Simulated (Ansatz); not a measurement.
Method: DFT PBE, scalar-relativistic, plane waves, PAW in Ansatz 0.2.0. Settings: cutoff 420 eV, Γ-centred meshes spaced at most about 0.3 Å⁻¹, and about 0.25 Å⁻¹ or finer for metals (2π included), Gaussian smearing. No spin polarisation in the final relaxations.

All energies are static (0 K, no zero-point motion). All come from trial cells, and lower structures may exist.

Question: Order these relaxed structures of In₃GaP₄ by energy, lowest first, with the energy over the lowest of them.
A.

Space group P4/mmm (No. 123). a = 3.867 Å, b = 3.867 Å, c = 10.885 Å, α = 90.00°, β = 90.00°, γ = 90.00°
```json
{"atom": "In", "site": "1a", "symmetry": "4/mmm", "x": "0.0000", "y": "0.0000", "z": "0.0000"}
{"atom": "In", "site": "2h", "symmetry": "4mm", "x": "0.5000", "y": "0.5000", "z": "0.2532"}
{"atom": "Ga", "site": "1b", "symmetry": "4/mmm", "x": "0.0000", "y": "0.0000", "z": "0.5000"}
{"atom": "P", "site": "2g", "symmetry": "4mm", "x": "0.0000", "y": "0.0000", "z": "0.2654"}
{"atom": "P", "site": "1d", "symmetry": "4/mmm", "x": "0.5000", "y": "0.5000", "z": "0.5000"}
{"atom": "P", "site": "1c", "symmetry": "4/mmm", "x": "0.5000", "y": "0.5000", "z": "0.0000"}
```

B.

Space group Pm-3m (No. 221). a = 5.461 Å, b = 5.461 Å, c = 5.461 Å, α = 90.00°, β = 90.00°, γ = 90.00°
```
atom  site  symmetry       x       y       z
  In    3c    4/mm.m  0.5000  0.0000  0.5000
  Ga    1a      m-3m  0.0000  0.0000  0.0000
   P    3d    4/mm.m  0.0000  0.5000  0.0000
   P    1b      m-3m  0.5000  0.5000  0.5000
```

C.

Space group P-43m (No. 215). a = 5.846 Å, b = 5.846 Å, c = 5.846 Å, α = 90.00°, β = 90.00°, γ = 90.00°
```tsv
atom	site	symmetry	x	y	z
In	3c	-42.m	0.5000	0.0000	0.5000
Ga	1a	-43m	0.0000	0.0000	0.0000
P	4e	.3m	0.2390	0.7610	0.7610
```

Answer: C (0 meV/atom), A (294 meV/atom), B (308 meV/atom). Forms: C In and Ga ordered on zinc blende sites, P-43m; A In and Ga ordered on rock salt sites, P4/mmm; B In and Ga ordered on rock salt sites, Pm-3m. Counting P atoms around Ga and In (those within 1.25 times the shortest such distance or 1.15 times the sum of covalent radii; the shortest distance is added where it is long for a bond): C has In 4, Ga 4; A has In 6, Ga 6; B has In 6, Ga 6 from 2.7 Å.

The k mesh leaves some 4 meV/atom of noise in the energy of each metallic cell. Cells relaxed within their symmetry can be saddle points. Some structure types and database cells were kept out of the candidates from the start, so a known form may be missing.
